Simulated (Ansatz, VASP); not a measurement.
# NaI: VASP beside Ansatz

File POSCAR:

```
NaI
1.0
    0.0000000000      3.5073994173      3.5073994173
    3.5073994173      0.0000000000      3.5073994173
    3.5073994173      3.5073994173      0.0000000000
Na I
1 1
Direct
    0.0000000000      0.0000000000      0.0000000000
    0.2500000000      0.2500000000      0.2500000000
```

File INCAR.step1:

```
PREC     = Accurate       # precision mode
ENCUT    = 520            # plane-wave cutoff, eV
ISMEAR   = 0              # smearing method
SIGMA    = 0.01           # smearing width, eV
LREAL    = False          # projectors in reciprocal space
LASPH    = True           # aspherical terms in the spheres
NELM     = 60             # most SCF steps
NBANDS   = 14             # bands
GGA      = PE             # functional
ALGO     = Normal         # electronic algorithm
EDIFF    = 1E-4           # SCF threshold, eV
LWAVE    = True           # write WAVECAR
LCHARG   = False          # write CHGCAR
```

File INCAR.step2:

```
PREC     = Accurate       # precision mode
ENCUT    = 520            # plane-wave cutoff, eV
EDIFF    = 1E-7           # SCF threshold, eV
ISMEAR   = 0              # smearing method
SIGMA    = 0.01           # smearing width, eV
LREAL    = False          # projectors in reciprocal space
LASPH    = True           # aspherical terms in the spheres
NELM     = 60             # most SCF steps
ALGO     = Normal         # electronic algorithm
ISIF     = 2              # what is computed and relaxed
LWAVE    = False          # write WAVECAR
LCHARG   = False          # write CHGCAR
METAGGA  = R2SCAN         # meta-GGA
LMIXTAU  = True         
NBANDS   = 14             # bands
ISTART   = 1
```

KPOINTS

```
Automatic mesh
0
Gamma
  6 6 6
```

Input for Ansatz:

```yaml
crystal:
  lattice:
    - [0.0, 3.5073994173, 3.5073994173]
    - [3.5073994173, 0.0, 3.5073994173]
    - [3.5073994173, 3.5073994173, 0.0]
  atoms:
    - { symbol: Na, position: [0.0, 0.0, 0.0] }
    - { symbol: I, position: [0.25, 0.25, 0.25] }
kpoints:
  mp_grid: { grid: [6, 6, 6] }
hamiltonian:
  xc: r2scan
scf:
  occupations: { method: fixed }
  n_extra_bands: 4
output:
  forces: true
  stress: true
  eigenvalues: true
```

Alike in both runs: task single point; functional r2SCAN; k mesh 6 × 6 × 6; no spin polarisation.

|  | VASP | Ansatz |
| --- | --- | --- |
| version | VASP 6.6.1 | Ansatz 0.2.0 |
| potentials or method | VASP PAW PBE potentials, release 64 (Na_pv, I) | plane waves, PAW |
| plane-wave cutoff (eV) | 520 | 500 |
| occupations | gaussian, width 0.01 eV | fixed |
| valence electrons in the cell | 14 | 26 |

```tsv
	VASP	Ansatz	Ansatz less VASP
gap on the k mesh at the Fermi level (eV)	4.48	4.47	-0.005
pressure (GPa)	0.3	0.4	+0.06
```

The two sets of potentials don't hold the same shells in valence.

Caveats: the PAW data sets were made with another functional, which shifts forces and pressure a little (VASP); spin-orbit coupling is left out, which moves the levels of the heavy elements. r2SCAN opens gaps a little over a GGA but as a rule still falls short of measured ones.
